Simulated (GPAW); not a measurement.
# Sb in GPAW: the effect of strain biaxial xy

Crystal: Sb.

```
CELL_PARAMETERS angstrom
2.06803 1.19398 3.75800
-2.06803 1.19398 3.75800
0.00000 -2.38796 3.75800
ATOMIC_POSITIONS crystal
Sb 0.76651 0.76651 0.76651
Sb 0.23349 0.23349 0.23349
```

Alike in all runs:

| Quantity | Value |
| --- | --- |
| Program | GPAW 26.7.0 |
| Task | single point |
| Functional | PBEsol |
| Potentials or basis | PAW data sets generated in the run's folder for this functional |
| Cutoff | 600 eV |
| Basis | pw |
| k mesh | 7 × 7 × 7 |
| Occupations | fermi-dirac, width 0.05 eV |
| Spin | no spin polarisation |
| Maxiter | 150 |

```csv
strain biaxial xy,gap on the mesh (eV),pressure (GPa)
-0.04,0.03,5.7
-0.02,0.24,2.5
-0.01,0.30,1.0
0,0.34,-0.2
0.01,0.37,-1.4
0.02,?,?
0.04,0.45,-4.3
```

Problem. What does the run with strain biaxial xy 0.02 give?

Solution. gap on the mesh 0.40 eV; pressure -2.5 GPa.

Worked out: A parabola through the other rows of the gap on the mesh, of slope 2.43 eV per unit of strain biaxial xy there, gives 0.42 eV, against the run's 0.40. A parabola through the other rows of the pressure, of slope -101 GPa per unit of strain biaxial xy there, gives -2.5 GPa, against the run's -2.5.

Caveats: the density grid can change from cell to cell, which puts small steps into energies and stress; spin-orbit coupling is left out, which moves the levels of the heavy elements; an odd mesh through Γ misses points on the zone boundary, where band edges often lie.
